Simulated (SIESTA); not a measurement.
Crystal: Al.

```
Al
1.0
     0.00000    2.02481    2.02481
     2.02481    0.00000    2.02481
     2.02481    2.02481    0.00000
Al
1
Direct
  0.00000 0.00000 0.00000
```

Base run:

- Program: SIESTA 5.4.2
- Functional: PBE
- Potentials or basis: PseudoDojo 0.4 standard (PBE files)
- Basis: SZ (energy shift 0.002 Ry; radii capped at 9.5 bohr)
- Grid cutoff: 500 Ry
- Energy shift: 0.002 Ry
- k mesh: 11 × 11 × 11
- Occupations: fermi-dirac, width 0.05 eV
- Spin: no spin polarisation

Its results: band gap on the k mesh none (metal or under the smearing width); pressure 14.4 GPa.

After a change of settings the same cell gave: band gap on the k mesh none (metal or under the smearing width); pressure 4.6 GPa. Which change was it?
A. basis from SZ (energy shift 0.002 Ry; radii capped at 9.5 bohr) to SZ (energy shift 0.01 Ry); energy shift from 0.002 Ry to 0.01 Ry
B. basis from SZ (energy shift 0.002 Ry; radii capped at 9.5 bohr) to DZP (energy shift 0.002 Ry; radii capped at 9.5 bohr)
C. basis from SZ (energy shift 0.002 Ry; radii capped at 9.5 bohr) to DZ (energy shift 0.002 Ry; radii capped at 9.5 bohr)
D. basis from SZ (energy shift 0.002 Ry; radii capped at 9.5 bohr) to DZP (energy shift 0.003 Ry); energy shift from 0.002 Ry to 0.003 Ry

C.

Caveats: the basis has no polarisation orbitals; the basis of atomic orbitals isn't converged, which shifts pressures, moduli and gaps.
